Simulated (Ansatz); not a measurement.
Al₂Cu: moving Cu off its site

Al₂Cu, Fm-3m, a = 5.726 Å. The structure is a Materials Project entry; whether it is the stable form wasn't checked. Ansatz: PBEsol, PAW, 420 eV, Γ-centred 16×16×16 mesh on 3 atoms, Gaussian smearing 0.15 eV; no spin polarisation.

```
Al Cu
1.0
    -2.02463    2.02463    2.86301
     2.02463   -2.02463    2.86301
     2.02463    2.02463   -2.86301
Al Cu
2 1
Direct
  0.75000 0.25000 0.50000
  0.25000 0.75000 0.50000
  0.50000 0.50000 0.00000
```

Atom 3 (Cu) moves by x along the unit vector (0.000, -0.817, -0.577), with its periodic images; all else is held. y is the free energy of the cell over the start, F the force along the path summed over the moved atoms. Symmetry makes y even in x.

```
  x (Å) y (meV) F (eV/Å)
-0.1000    38.27      0.77
-0.0500     9.50      0.38
 0.0000     0.00      0.00
 0.0250     2.37     -0.19
 0.0750        ?         ?
 0.0875    29.24     -0.67
```

**Question.** Fit y = c2 x² + c4 x⁴ to the energies of the other rows, give the force constant, and predict energy and force of the missing row.

**Answer.** Least squares on the rows shown. y = 3791.8 x² + 3530.9 x⁴. The force constant is 2 c2 = 7.58 eV/Å² (for all images moving together, not for a lone atom). The force −dy/dx at the missing row is -0.57 eV/Å (computed -0.57). At x = 0.0750 the fit asked for gives 21.44 meV. The run gave 21.44 meV, the same to the digits shown.